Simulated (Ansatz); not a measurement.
**Zr: relaxation of cell and atoms with PBEsol**

Crystal: Zr.

```
Zr
1.0
     3.23200    0.00000    0.00000
    -1.61600    2.79899    0.00000
     0.00000    0.00000    5.14700
Zr
2
Cartesian
  1.6160 0.9330 3.8603
  0.0000 1.8660 1.2868
```

```yaml
Program: Ansatz 0.2.0
Task: relaxation of cell and atoms
Functional: PBEsol
Potentials_or_basis: Ansatz PAW
Cutoff: "420 eV (not typed: the program's choice for these potentials)"
k_mesh: 9 × 9 × 5
Occupations: fermi-dirac, width 0.05 eV
Spin: no spin polarisation
Target_pressure: 20 GPa
Target_pressure_GPa: 20
```

| Item | Value |
| --- | --- |
| Relaxed volume | 19.15 Å³/atom |
| Relaxed cell | a = 2.994 Å, b = 2.994 Å, c = 4.934 Å, α = 90.00°, β = 90.00°, γ = 120.00° |
| Space group after relaxing (to 0.05 Å) | P6_3/mmc (No. 194) |
| Energy change on relaxing (the enthalpy is what falls) | +175.3 meV/atom |
| Ionic steps | 7 |
| Pressure after relaxing | 20.0 GPa |
| Band gap on the k mesh | none (metal or under the smearing width) |

The path:
```tsv
step	energy change (eV)	largest force (eV/Å)	volume (Å³)
1	0.0000	0.0000	46.56
2	0.1673	0.0000	40.17
3	0.3912	0.0000	38.01
4	0.3541	0.0000	38.28
5	0.3541	0.0000	38.28
6	0.3501	0.0000	38.31
7	0.3507	0.0000	38.31
```

Final structure:
```
CELL_PARAMETERS angstrom
2.99416 0.00000 0.00000
-1.49708 2.59302 0.00000
0.00000 0.00000 4.93430
ATOMIC_POSITIONS crystal
Zr 0.66667 0.33333 0.75000
Zr 0.33333 0.66667 0.25000
```

Levels at points of the mesh, in eV from the Fermi level:
| k point | band 10 | band 11 | band 12 | band 13 | band 14 | band 15 |
| --- | --- | --- | --- | --- | --- | --- |
| (0.00, 0.00, 0.00) | -3.56 | 0.71 | 0.93 | 0.93 | 1.74 | 1.74 |

Wall time 2.2 s on 2 threads of AMD EPYC 9R45 96-Core Processor (Zen 5) (shared host), peak memory 0.41 GiB.

Caveat: the volume moved by over 15 % at a fixed basis, so the end points are rough; the plane-wave basis is chosen anew once the cell has moved, so the energies of steps on either side of that aren't comparable; the PAW data sets come from PBE, with cores solved anew for the run's functional, which leaves a small shift of forces and pressure.
